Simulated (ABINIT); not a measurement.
## TiB2 in ABINIT: the effect of potentials

Crystal: TiB2.

```
Ti B
1.0
     3.02920    0.00000    0.00000
    -1.51460    2.62336    0.00000
     0.00000    0.00000    3.22840
Ti B
1 2
Direct
  0.00000 0.00000 0.00000
  0.66667 0.33333 0.50000
  0.33333 0.66667 0.50000
```

Alike in all runs:

| Quantity | Value |
| --- | --- |
| Program | ABINIT 10.8.3 (patched build) |
| Task | single point |
| Functional | PBE |
| k mesh | 10 × 10 × 8 |
| Occupations | fermi-dirac, width 0.05 eV |
| Spin | no spin polarisation |

```csv
potentials,cutoff,pressure (GPa)
PseudoDojo NC SR PBE v0.4.1 standard,1143 eV,0.2
PseudoDojo NC SR PBE v0.4 stringent,1143 eV,0.2
PseudoDojo NC SR PBE v0.5 standard,1143 eV,0.2
PseudoDojo NC SR PBE v0.5 stringent,1143 eV,0.2
SG15 NC PBE v1.2,707 eV,?
Ansatz NC PBE,1143 eV,0.3
SPMS NC PBE v1.0,816 eV,-0.1
JTH PAW PBE v2.0,408 eV,0.8
```

**Question.** What does the run with potentials SG15 NC PBE v1.2 give?

**Answer.** Pressure -0.7 GPa.

Caveats: the atomic spheres overlap (some runs).
